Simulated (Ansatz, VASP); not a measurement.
Sb: VASP beside Ansatz

INCAR

```
PREC = Accurate
ENCUT = 600
EDIFF = 1E-6
ISMEAR = 0
SIGMA = 0.1
LREAL = F
LASPH = T
NELM = 60
ALGO = Normal
ISIF = 3
LWAVE = F
LCHARG = F
GGA = PE
IBRION = 2
NSW = 90
EDIFFG = -0.04
```

File KPOINTS:

```
Automatic mesh
0
Gamma
  6 6 4
```

POSCAR

```
Sb
1.0
    2.9106372900     -1.4879445300      0.0000000000
    2.9106372900      1.4879445300      0.0000000000
   -2.7580725800      0.0000000000      5.1873492700
Sb
2
Direct
    0.8895348800      0.1104651200      0.7500000000
    0.1104651200      0.8895348800      0.2500000000
```

Input for Ansatz:

```yaml
crystal:
  lattice:
    - [2.91063729, -1.48794453, 0.0]
    - [2.91063729, 1.48794453, 0.0]
    - [-2.75807258, 0.0, 5.18734927]
  atoms:
    - { symbol: Sb, position: [0.88953488, 0.11046512, 0.75] }
    - { symbol: Sb, position: [0.11046512, 0.88953488, 0.25] }
basis:
  ecutwfc: 420
kpoints:
  mp_grid: { grid: [6, 6, 4] }
hamiltonian:
  xc: pbe
scf:
  occupations: { method: gaussian, width: 0.1 }
  lower_state_search: "off"
output:
  forces: true
  stress: true
  eigenvalues: true
relax:
  adjacent_minimum: "off"
  f_tol: 0.04
  max_steps: 70
  cell: { stress_tol: 0.4 }
```

Alike in both runs: task relaxation of cell and atoms; functional PBE; k mesh 6 × 6 × 4; occupations gaussian, width 0.1 eV; no spin polarisation.

|  | VASP | Ansatz |
| --- | --- | --- |
| version | VASP 6.6.1 | Ansatz 0.2.0 |
| potentials or method | VASP PAW PBE potentials, release 64 (Sb) | scalar-relativistic, plane waves, PAW |
| plane-wave cutoff (eV) | 600 | 420 |
| valence electrons in the cell | 10 | 30 |

```tsv
	VASP	Ansatz	Ansatz less VASP
gap on the k mesh at the Fermi level, each at its own relaxed structure (eV)	none	none	-
relaxed volume (Å³/atom)	27.68	27.59	-0.086
relaxed cell length with the largest relative difference (Å)	6.169	6.151	-0.0183
energy change over the relaxation (meV/atom)	-273	-276	-2.9
```

A gap of «none» marks a metal or a gap that the smearing closes. The two sets of potentials don't hold the same shells in valence.

Caveats: the k mesh is coarse (spacing up to 0.41 Å⁻¹), so the values aren't converged; the volume moved by over 15 % at a fixed basis, so the end points are rough (VASP). Spin-orbit coupling is left out, which matters for the levels of Sb.
